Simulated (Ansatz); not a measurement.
## Li: computed properties

The calculation used DFT PBE, scalar-relativistic, plane waves, PAW in Ansatz 0.2.0.

Plane waves to 420 eV, a k mesh through Γ of 16×16×16 on the computed 1-atom cell and Gaussian smearing (0.10 eV); no spin polarisation.

The structure is relaxed at this level of theory with its symmetry kept.

The structure is cubic, space group Im-3m (No. 229). The conventional cell has a = 3.432 Å, b = 3.432 Å, c = 3.432 Å, α = 90.00°, β = 90.00°, γ = 90.00°. Li (site symmetry m-3m) is surrounded by 8 Li at 2.97 Å.

- Volume per atom: 20.21 Å³
- Formation energy from the elements' standard states (uncorrected): 0.000 eV/atom
- Kohn–Sham band gap: none (metal)
- Density of states at the Fermi level: 0.47 states/eV per cell
- Bulk modulus: 13.9 GPa
- Its pressure derivative: 3.4